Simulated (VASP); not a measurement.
Ge7H2, 36 atoms in the cell. The cell holds a slab with vacuum, 36 atoms: a = 8.024 Å, b = 8.024 Å, c = 26.523 Å, α = 90.00°, β = 90.00°, γ = 90.00°. 

```yaml
Program: VASP 6.6.1
Task: relaxation of the atoms
Functional: PBEsol
Potentials_or_basis: VASP PAW PBE potentials, release 64 (H, Ge_d)
Cutoff: 450 eV
k_mesh: 4 × 4 × 1
Occupations: gaussian, width 0.05 eV
Spin: no spin polarisation
Dipole_correction: yes
Atoms_held_fixed_from_0: "[0, 1, 2, 3, 4, 5, 6, 7, 8, 9, 10, 11, 12, 13, 14, 15, 16, 17, 18, 19]"
Further_INCAR_settings: PREC = Normal; LREAL = Auto; ALGO = Normal; EDIFF = 1e-06; IBRION = 2; EDIFFG = -0.03; NSW = 90
```

Potentials or basis: VASP PAW PBE potentials, release 64 (H, Ge_d).

Command:

```console
$ cat potpaw_PBE.64/H/POTCAR potpaw_PBE.64/Ge_d/POTCAR > POTCAR
$ mpirun -np 8 vasp_std > vasp.out
```

Hardware: 8 MPI ranks on AMD EPYC 7R13 Processor (Zen 3) (shared host).

Problem. Estimate the wall time of this run.

Solution. It took 96 min on 8 MPI ranks on AMD EPYC 7R13 Processor (Zen 3) (shared host), peak memory 1 GiB a rank. Counts: scf iterations 167, k points 9, ion steps 17.
